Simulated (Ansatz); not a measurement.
The system is SiO2.

```xyz
12
Lattice="4.9756 0.0000 0.0000 0.0000 4.9756 0.0000 0.0000 0.0000 6.9009" Properties=species:S:1:pos:R:3 pbc="T T T"
Si    3.9966    3.9966    3.4504
Si    3.4668    1.5088    1.7252
Si    1.5088    3.4668    5.1757
Si    0.9790    0.9790    0.0000
O     3.7902    0.5492    2.9815
O     4.4263    1.1854    0.4690
O     0.5492    3.7902    3.9194
O     1.3024    1.9386    5.6446
O     1.1854    4.4263    6.4319
O     3.6732    3.0370    2.1942
O     1.9386    1.3024    1.2562
O     3.0370    3.6732    4.7067
```

The cell comes from a database or a generator and needn't be the stable form of this composition.

Program: Ansatz 0.2.0. Alike in all runs: task band structure; potentials or basis Ansatz PAW; no spin polarisation; cell as given; k mesh 6 × 6 × 4; smearing fermi-dirac 0.05 eV.

Q: Order these runs on this cell by their band gap on the k mesh, lowest first.
A. level LDA; cutoff (eV) 420
B. level r2SCAN; cutoff (eV) 500
C. level PBEsol; cutoff (eV) 420

A: A (5.49 eV), C (5.67 eV), B (6.35 eV).

